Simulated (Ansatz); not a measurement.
In2O3:

```
In O
1.0
     2.74350    1.58396    4.83667
    -2.74350    1.58396    4.83667
     0.00000   -3.16792    4.83667
In O
4 6
Direct
  0.85731 0.85731 0.85731
  0.64269 0.64269 0.64269
  0.14269 0.14269 0.14269
  0.35731 0.35731 0.35731
  0.04800 0.75000 0.45200
  0.75000 0.45200 0.04800
  0.45200 0.04800 0.75000
  0.95200 0.25000 0.54800
  0.25000 0.54800 0.95200
  0.54800 0.95200 0.25000
```

| Property | Result |
| --- | --- |
| Program | Ansatz 0.2.0 |
| Task | relaxation of cell and atoms |
| Functional | LDA |
| Potentials or basis | Ansatz PAW |
| Cutoff | 420 eV (not typed: the program's choice for these potentials) |
| k mesh | 6 × 6 × 6 |
| Occupations | fermi-dirac, width 0.05 eV |
| Spin | no spin polarisation |

At the start: volume 12.61 Å³/atom.

Question: Where does the relaxation end?

Answer: It ends after 8 steps and the volume is 12.38 Å³/atom (-1.9 %); space group R-3c (No. 167, to 0.05 Å).

Step by step:
```csv
step,energy change (eV),largest force (eV/Å),volume (Å³)
1,0.0000,0.1670,126.11
2,-0.0426,0.0535,123.49
3,-0.0423,0.0204,123.78
4,-0.0421,0.0145,123.86
5,-0.0421,0.0005,123.86
6,-0.0307,0.0010,123.86
7,-0.0312,0.0001,123.77
8,-0.0306,0.0000,123.77
```

Final structure:
```xyz
10
Lattice="2.7309 1.5767 4.7907 -2.7309 1.5767 4.7907 0.0000 -3.1534 4.7907" Properties=species:S:1:pos:R:3 pbc="T T T"
In    0.0000    0.0000   12.3267
In    0.0000    0.0000    9.2316
In    0.0000    0.0000    2.0455
In    0.0000    0.0000    5.1406
O    -1.9238   -0.1788    5.9884
O     0.8071    1.7555    5.9884
O     1.1168   -1.5767    5.9884
O     1.9238    0.1788    8.3838
O    -0.8071   -1.7555    8.3838
O    -1.1168    1.5767    8.3838
```

Caveat: the plane-wave basis is chosen anew once the cell has moved, so the energies of steps on either side of that aren't comparable; the pressure holds a Pulay correction of +0.9 GPa for the finite cutoff; the PAW data sets come from PBE, with cores solved anew for the run's functional, which leaves a small shift of forces and pressure.
